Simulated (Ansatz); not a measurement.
**Lower states of Ni: further starts and searches**

Aim: test whether Ni has a self-consistent state below the best one that plain SCF starts reached, by the runs listed below. The cell (2 atoms) is Ni in the measured crystal structure (space group Fm-3m, primitive cell doubled). Source: COD entry 9012964, which need not be the ambient phase.

The COD entry's cell or inner coordinates are ideal or old and differ from later refinements, so a difference from it is no clean test against experiment.

Method: DFT PBE, PAW, plane waves, scalar-relativistic, in Ansatz 0.2.0.

**1. Starting point**

The structure is cubic, space group Fm-3m (No. 225). The conventional cell has a = 3.517 Å, b = 3.517 Å, c = 3.517 Å, α = 90.00°, β = 90.00°, γ = 90.00°. Ni (site symmetry m-3m) is surrounded by 12 Ni at 2.49 Å.

As a file:

```
CELL_PARAMETERS angstrom
-1.75850 -3.51700 -1.75850
-1.75850 0.00000 -1.75850
1.75850 0.00000 -1.75850
ATOMIC_POSITIONS crystal
Ni 0.00000 0.00000 0.00000
Ni 0.50000 0.00000 0.50000
```

In tables a label like Ni2 counts atoms in the order of input.yaml; a structure file may count by element.

Known so far: 7 plain starts ended in 2 states. The lowest came from “a moment on one site alone, plain SCF [Ni1 2.00 μB]”: ferromagnetic, site moments Ni1 0.64, Ni2 0.64 μB, total 1.21 μB per cell, no gap on the k-mesh, free energy -11679.4989 eV.

Runs to come: parallel moments, default search for lower states; opposed moments +-, default search for lower states; the moments typed in its input, symmetry off, plain SCF; the moments typed in its input, standard search for lower states.

A plain SCF has the search for lower states switched off and ends at the first converged state. The default search lets the program follow hints of a lower state (another filling of open shells, a soft direction), where it sees any. The standard and full searches may also try other magnetic orders and fillings, and need not reach the lowest state. With a search on, the program may also reshape the start on open shells. Ends within 0.2 meV/atom and 0.1 μB count as one state.

The total moment includes the space between the atomic spheres.

**2. Parallel moments, default search for lower states**

The input, input.yaml:

```yaml
crystal:
  lattice:
    - [-1.7585, -3.517, -1.7585]
    - [-1.7585, 0.0, -1.7585]
    - [1.7585, 0.0, -1.7585]
  atoms:
    - { symbol: Ni, position: [0.0, 0.0, 0.0], spin: 2.0 }
    - { symbol: Ni, position: [0.5, 0.0, 0.5], spin: 2.0 }
magnetization:
  spin_polarized: true
hamiltonian:
  xc: pbe
  pseudopotentials: { kind: paw }
basis:
  ecutwfc: 420
kpoints:
  mp_grid: { grid: [7, 11, 9] }
scf:
  occupations: { method: fermi_dirac, width: 0.1 }
output:
  forces: true
  stress: true
```

Command:

```bash
ansatz run input.yaml --threads 2 --pin off --max-ram 5120MiB --backend cpu --events-out ev --progress --plain --runs-dir out
```

Output, shortened:

```text
Warning: crystal.symmetry: narrowed to the stabiliser of the k-point mesh — unitary ops 32 → 8; excluded 24 operations that carry a point of the 7×11×9 mesh (shift [0, 0, 0]) off the mesh (the run samples exactly the mesh kpoints.mp_grid names, as under crystal.symmetry.detect: false, and [...]
Pseudopotentials: kind: paw
Pseudopotential: Ni, paw, valence charge 18, recommended cutoff 420 eV (normal), Ni.paw.azcp
Functional definition: PBE
[...]
Crystal: 2 atoms, lattice volume = 21.751 Å³
Basis set: ecut = 420 eV, 403 PW (Γ), exchange–correlation on 60×36×36 points (8 copies of the dense FFT grid, shifted against one another)
Bands: 24, of which v1, the nominal top of the filled ones, is band 18 counted from 1 (17 counted from 0)
Symmetry: 8 space group operations
k-points: 195 of 693
[...]
Starting moments: Σ|m| = 4 μB on 2 of 2 sites
[...]
SCF iter   1: F=—  HF=-11678.295775 eV  |F-HF|=—  |Δ(HF+E_count)|=         —  Δρ=1.65e-1 (↑1.65e-1 ↓8.43e-2)  dr2=1.18e0  dr2_m=2.99e0  M=1.918 μB ∫|m|=2.059 μB  β_m=0.30  ethr=3.10e-3  ⟨swp⟩=4.9  Hψ=33432  notcnv=0
[...]
SCF iter  10: F=-11679.498932 eV  HF=-11679.498932 eV  |F-HF|=7.28e-10  |Δ(HF+E_count)|=   1.97e-9  Δρ=1.51e-6 (↑1.51e-6 ↓1.27e-6)  dr2=9.62e-10  dr2_m=1.38e-11  M=1.209 μB ∫|m|=1.389 μB  ethr=6.21e-11  ⟨swp⟩=2.3  Hψ=30110  notcnv=0
[...]
SCF converged after 10 iterations
Magnetization: 1.2090 μB (18.6045 up, 17.3955 down)
Absolute magnetization: 1.3908 μB (∫|ρ↑−ρ↓|, with the PAW one-centre terms)
Spin contamination: 0.0128 ħ² per cell (⟨S²⟩ above its minimum at these occupations)
Per-site moments (μB) at R_I (Å): [(0.6429025175889188, 1.0258440016411488), (0.642902517588919, 1.0258440016411488)]
Free energy (F): -11679.498932 eV
[...]
E sigma→0 (E₀):  -11679.446427 eV
Entropy (-TS):   -0.105010 eV (-52.505 meV/atom)
Fermi energy:    18.178205 eV
[... 24 lines left out: energy terms, forces, stress ...]
```

Wall time 8.7 s (2 threads of Arm Neoverse V1, shared host); peak memory 0.44 GiB.

Nothing new: the 10 iterations lead to the state found in step 1 (ferromagnetic).

**3. Opposed moments +-, default search for lower states**

input.yaml: that of step 2 with these lines changed.

```diff
@@ -7,3 +7,3 @@
     - { symbol: Ni, position: [0.0, 0.0, 0.0], spin: 2.0 }
-    - { symbol: Ni, position: [0.5, 0.0, 0.5], spin: 2.0 }
+    - { symbol: Ni, position: [0.5, 0.0, 0.5], spin: -2.0 }
 magnetization:
@@ -22 +22,5 @@
   stress: true
+  write_density: true
+  write_potential: true
+  elf: true
+  volumetric_format: npy
```

Command:

```bash
ansatz run input.yaml --threads 2 --pin off --max-ram 5120MiB --backend cpu --events-out ev --progress --plain --runs-dir out
```

Output, shortened:

```text
Warning: crystal.symmetry: narrowed to the stabiliser of the k-point mesh — unitary ops 16 → 4; excluded 12 operations that carry a point of the 7×11×9 mesh (shift [0, 0, 0]) off the mesh (the run samples exactly the mesh kpoints.mp_grid names, as under crystal.symmetry.detect: false, and [...]
[... 11 lines as in an earlier run ...]
Symmetry: 4 space group operations
[... 5 lines as in an earlier run ...]
Starting moments: Σ|m| = 4 μB on 2 of 2 sites
[... 2 lines as in an earlier run ...]
spin-down is spin-up translated by (0.5, 0, 0.5): one eigenproblem is solved per k-point and the antiferromagnetic symmetry of the starting moments is kept exactly by this SCF (crystal.symmetry.spin_inversion_symmetry: false solves both channels; [...]
SCF iter   1: F=—  HF=-11678.552270 eV  |F-HF|=—  |Δ(HF+E_count)|=         —  Δρ=2.13e-1 (↑2.13e-1 ↓2.13e-1)  dr2=1.12e0  dr2_m=8.59e0  M=0.000 μB ∫|m|=1.017 μB  β_m=0.30  ethr=3.10e-3  ⟨swp⟩=1.2  Hψ=23256  notcnv=0
[...]
Starting moments: Σ|m| = 4 μB on 2 of 2 sites; this step starts from the density that it was given
[...]
SCF iter   2: F=-11679.498932 eV  HF=-11679.498932 eV  |F-HF|=1.90e-9  |Δ(HF+E_count)|=   1.80e-9  Δρ=4.33e-6 (↑1.39e-6 ↓4.33e-6)  dr2=2.50e-9  dr2_m=1.06e-9  M=-1.209 μB ∫|m|=1.389 μB  ethr=2.73e-11  ⟨swp⟩=7.0  Hψ=49141  notcnv=0
[...]
the run went on to a lower state, not held to the crystal's whole symmetry: an SCF along what the orbitals of the run's state read of its open shells (or to have them read: on a GPU, or by another smearing), with the run's symmetry operations kept and the antiferromagnet's [...]
WARN: the starting moments were not kept: 1 of 2 ended reversed and 1 kept their direction, counting a site from 0.1 of the cell's largest site moment. The largest reversed, site 0 (counted from 0, in the order of the report's site_moments_mub), started with +2.0 μB and closes at -6.4e-1 [...]
SCF converged after 2 iterations
Magnetization: -1.2091 μB (17.3955 up, 18.6045 down)
Absolute magnetization: 1.3908 μB (∫|ρ↑−ρ↓|, with the PAW one-centre terms)
Spin contamination: 0.0128 ħ² per cell (⟨S²⟩ above its minimum at these occupations)
Per-site moments (μB) at R_I (Å): [(-0.6429154197906085, 1.0258440016411488), (-0.642915506128398, 1.0258440016411488)]
Free energy (F): -11679.498932 eV
[...]
E sigma→0 (E₀):  -11679.446427 eV
Entropy (-TS):   -0.105009 eV (-52.504 meV/atom)
Fermi energy:    18.178267 eV
[... 29 lines left out: energy terms, forces, stress, bands ...]
```

It took 53 s on 2 threads of Arm Neoverse V1, shared host; peak memory 0.9 GiB.

The run ends in the same state as step 1 (ferromagnetic); it took 19 iterations.

**4. The moments typed in its input, symmetry off, plain SCF**

input.yaml: that of step 3 with these lines changed.

```diff
@@ -6,4 +6,5 @@
   atoms:
-    - { symbol: Ni, position: [0.0, 0.0, 0.0], spin: 2.0 }
-    - { symbol: Ni, position: [0.5, 0.0, 0.5], spin: -2.0 }
+    - { symbol: Ni, position: [0.0, 0.0, 0.0], spin: 0.4 }
+    - { symbol: Ni, position: [0.5, 0.0, 0.5], spin: 0.4 }
+  symmetry: { detect: false, time_reversal: true }
 magnetization:
@@ -19,2 +20,3 @@
   occupations: { method: fermi_dirac, width: 0.1 }
+  lower_state_search: "off"
 output:
```

Command:

```bash
ansatz run input.yaml --threads 2 --pin off --max-ram 5120MiB --backend cpu --events-out ev --progress --plain --runs-dir out
```

Output, shortened:

```text
[... 10 lines as in an earlier run ...]
Bands: 23, of which v1, the nominal top of the filled ones, is band 18 counted from 1 (17 counted from 0)
Symmetry: 1 space group operations
k-points: 347 of 693 (time reversal used)
[... 4 lines as in an earlier run ...]
Starting moments: Σ|m| = 0.8 μB on 2 of 2 sites
[... 2 lines as in an earlier run ...]
[...]
SCF iter   1: F=—  HF=-11679.461870 eV  |F-HF|=—  |Δ(HF+E_count)|=         —  Δρ=3.55e-2 (↑3.55e-2 ↓1.28e-2)  dr2=1.08e-1  dr2_m=8.00e-2  M=0.900 μB ∫|m|=0.930 μB  β_m=1.00  ethr=3.02e-4  ⟨swp⟩=1.0  Hψ=78938  notcnv=0
[...]
spin-set hold released at iteration 7 (site moments contracting): the magnetisation degrees of freedom join the quasi-Newton model from the next iteration; the mixer history was flushed
[...]
SCF iter  15: F=-11679.498932 eV  HF=-11679.498932 eV  |F-HF|=5.24e-9  |Δ(HF+E_count)|=   2.76e-8  Δρ=7.54e-6 (↑2.11e-6 ↓7.54e-6)  dr2=6.44e-9  dr2_m=2.45e-9  M=1.209 μB ∫|m|=1.389 μB  ethr=1.23e-10  ⟨swp⟩=5.8  Hψ=90515  notcnv=0
[...]
SCF converged after 15 iterations
Magnetization: 1.2090 μB (18.6045 up, 17.3955 down)
Absolute magnetization: 1.3908 μB (∫|ρ↑−ρ↓|, with the PAW one-centre terms)
Spin contamination: 0.0128 ħ² per cell (⟨S²⟩ above its minimum at these occupations)
Per-site moments (μB) at R_I (Å): [(0.6428919750879559, 1.0258440016411488), (0.6429015977086587, 1.0258440016411488)]
Free energy (F): -11679.498932 eV
[...]
E sigma→0 (E₀):  -11679.446427 eV
Entropy (-TS):   -0.105010 eV (-52.505 meV/atom)
Fermi energy:    18.178244 eV
[... 29 lines left out: energy terms, forces, stress, bands ...]
```

Wall time 44 s (2 threads of Arm Neoverse V1, shared host); peak memory 0.57 GiB.

This is the state of step 1 again (ferromagnetic), after 15 iterations.

**5. The moments typed in its input, standard search for lower states**

input.yaml: that of step 4 with these lines changed.

```diff
@@ -8,3 +8,2 @@
     - { symbol: Ni, position: [0.5, 0.0, 0.5], spin: 0.4 }
-  symmetry: { detect: false, time_reversal: true }
 magnetization:
@@ -20,3 +19,3 @@
   occupations: { method: fermi_dirac, width: 0.1 }
-  lower_state_search: "off"
+  lower_state_search: standard
 output:
```

Command:

```bash
ansatz run input.yaml --threads 2 --pin off --max-ram 5120MiB --backend cpu --events-out ev --progress --plain --runs-dir out
```

Output, shortened:

```text
[... 1 line as in an earlier run ...]
the run goes by scf.lower_state_search standard: where its kind and settings allow, a search for a lower-energy state can add stability tests and further SCF calculations, which can take several times, in some runs tens of times, as long as the SCF (see the manual's entry of the key); [...]
[... 17 lines as in an earlier run ...]
Starting moments: Σ|m| = 0.8 μB on 2 of 2 sites
[... 2 lines as in an earlier run ...]
[...]
SCF iter   1: F=—  HF=-11677.994009 eV  |F-HF|=—  |Δ(HF+E_count)|=         —  Δρ=1.18e-1 (↑3.74e-2 ↓1.18e-1)  dr2=1.02e0  dr2_m=1.15e0  M=1.571 μB ∫|m|=1.655 μB  β_m=0.30  ethr=2.83e-3  ⟨swp⟩=1.0  Hψ=44328  notcnv=0
[...]
SCF iter  10: F=-11679.498932 eV  HF=-11679.498932 eV  |F-HF|=3.98e-9  |Δ(HF+E_count)|=   8.61e-9  Δρ=3.74e-6 (↑2.61e-6 ↓3.74e-6)  dr2=4.84e-9  dr2_m=1.17e-10  M=1.209 μB ∫|m|=1.389 μB  ethr=1.14e-11  ⟨swp⟩=5.3  Hψ=51146  notcnv=0
[...]
SCF converged after 10 iterations
Magnetization: 1.2090 μB (18.6045 up, 17.3955 down)
Absolute magnetization: 1.3908 μB (∫|ρ↑−ρ↓|, with the PAW one-centre terms)
Spin contamination: 0.0128 ħ² per cell (⟨S²⟩ above its minimum at these occupations)
Per-site moments (μB) at R_I (Å): [(0.642905195595069, 1.0258440016411488), (0.6429051955950688, 1.0258440016411488)]
Free energy (F): -11679.498932 eV
[...]
E sigma→0 (E₀):  -11679.446427 eV
Entropy (-TS):   -0.105010 eV (-52.505 meV/atom)
Fermi energy:    18.178267 eV
[... 29 lines left out: energy terms, forces, stress, bands ...]
```

It took 11 s on 2 threads of Arm Neoverse V1, shared host; peak memory 0.45 GiB.

The run ends in the same state as step 1 (ferromagnetic); it took 10 iterations.

**6. The runs side by side**

| step | iterations | state | moments of Ni1 Ni2 (μB) | total (μB) | gap (eV) | pressure (GPa) | above lowest (meV/atom) |
| --- | --- | --- | --- | --- | --- | --- | --- |
| 1 | 23 | 1 | 0.64 0.64 | 1.21 | none | 0.4 | 0.0 |
| 2 | 10 | 1 | 0.64 0.64 | 1.21 | none | 0.4 | 0.0 |
| 3 | 19 | 1 | -0.64 -0.64 | -1.21 | none | 0.4 | 0.0 |
| 4 | 15 | 1 | 0.64 0.64 | 1.21 | none | 0.4 | 0.0 |
| 5 | 10 | 1 | 0.64 0.64 | 1.21 | none | 0.4 | 0.0 |

States are numbered from the lowest. Starts by step: 2 parallel moments, default search for lower states; 3 opposed moments +-, default search for lower states; 4 the moments typed in its input, symmetry off, plain SCF; 5 the moments typed in its input, standard search for lower states. Step 1 is the best of the earlier plain starts.

The 4 runs of this session took 1.9 min in all, from 8.7 s to 53 s each.

Decimal logarithm of the largest residual (eV) by iteration, counted through all cycles of a run:

| iteration | step 2 | step 3 | step 4 | step 5 |
| --- | --- | --- | --- | --- |
| 1 | 0.5 | 0.9 | -1.0 | 0.1 |
| 2 | 0.3 | 0.7 | -1.6 | -0.4 |
| 3 | -0.3 | 1.1 | -2.0 | -1.1 |
| 4 | -1.3 | -1.3 | -2.4 | -1.1 |
| 5 | -3.8 | -1.7 | -2.6 | -2.1 |
| 6 | -3.8 | -2.9 | -2.8 | -3.7 |
| 8 | -6.1 | -5.2 | -2.7 | -5.5 |
| 9 | -7.7 | -6.6 | -0.8 | -7.9 |
| 11 | - | -9.2 | -2.9 | - |
| 12 | - | -9.2 | -4.4 | - |
| 14 | - | -2.9 | -7.4 | - |
| 16 | - | -8.0 | - | - |
| 17 | - | -8.0 | - | - |
| 19 | - | -8.6 | - | - |

**7. Results**

| quantity | value |
| --- | --- |
| distinct states | 1 from 5 converged runs, the best start of step 1 counted |
| lowest state | ferromagnetic |
| its moments | Ni1 0.64, Ni2 0.64 μB |
| total moment | 1.21 μB per cell |
| gap on the k-mesh | none |
| pressure | 0.4 GPa |
| largest force | 0.000 eV/Å |

What this shows: No run goes below the best plain start. 5 runs converged, all to one state. These are lowest states among those tried, not proven ground states. The mesh has less symmetry than the lattice, which lowers the symmetry of the run.
